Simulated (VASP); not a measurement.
```
NaBr
1.0
    0.00000     3.08880     3.08880
    3.08880     0.00000     3.08880
    3.08880     3.08880     0.00000
Na Br
1 1
Cartesian
  0.00000   0.00000   0.00000
  3.08880   3.08880   3.08880
```

Level of theory: PBEsol GGA, VASP's PBE PAW potentials (set 64) (plane waves; VASP). Settings: 400 eV cut-off, 7×7×7 Γ-centred mesh, Gaussian smearing of 0.050 eV, potentials Na_pv Br.

Energy and stress use the plane-wave basis of the starting cell.

Question: The ions, cell shape and volume are relaxed. Give the cell that the relaxation ends in.

Answer: 
```
NaBr
1.0
    0.00000     2.96187     2.96187
    2.96187     0.00000     2.96187
    2.96187     2.96187     0.00000
Na Br
1 1
Cartesian
  2.96187   2.96187   0.00000
  2.96187   2.96187   2.96187
```
Space group Fm-3m (225), at a tolerance of 0.03 Å.

Question: How do energy and volume change from the first to the last step?

Answer: The energy (σ→0) changes by -26.7 meV/atom and the volume by -11.8 %, in 6 ionic steps.

The structure was generated: NaBr was put into the rock salt type (Fm-3m), which need not be its known phase. This run relaxes it. Symmetry was kept, so distortions that lower it aren't found.
